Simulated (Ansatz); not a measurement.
# In: the cost of one run

Method: DFT r²SCAN, scalar-relativistic, plane waves, PAW (the target; the first runs use scalar-relativistic PBE), in Ansatz 0.2.0.

1 further run of the same task is left out (set aside as unsound or not needed).

## Step 1: Starting point

Symmetry: I4/mmm, No. 139, tetragonal system. Conventional cell: a = 3.252 Å, b = 3.252 Å, c = 4.946 Å, α = 90.00°, β = 90.00°, γ = 90.00°. In (site symmetry 4/mmm) has 12 In at 3.25 to 3.38 Å as nearest neighbours.

As a file:

```xyz
1
Lattice="-1.6261 1.6261 2.4731 1.6261 -1.6261 2.4731 1.6261 1.6261 -2.4731" Properties=species:S:1:pos:R:3 pbc="T T T"
In    0.0000    0.0000    0.0000
```

## Step 2: Full relaxation (PBE, 8×8×8 mesh)

Contents of input.yaml:

```yaml
crystal:
  lattice:
    - [-1.62615, 1.62615, 2.47305]
    - [1.62615, -1.62615, 2.47305]
    - [1.62615, 1.62615, -2.47305]
  atoms:
    - { symbol: In, position: [0.0, 0.0, 0.0] }
basis:
  ecutwfc: 420
  ecutrho_ratio: 4
kpoints:
  mp_grid: { grid: [8, 8, 8] }
hamiltonian:
  xc: pbe
scf:
  occupations: { method: gaussian, width: 0.05 }
output:
  forces: true
  stress: true
  eigenvalues: true
relax:
  f_tol: 0.03
  max_steps: 60
  cell: { stress_tol: 0.6 }
```

What time and memory should one allow on 2 threads of an Arm CPU, shared host?

About 2.6 s, with a peak of 0.36 GiB.
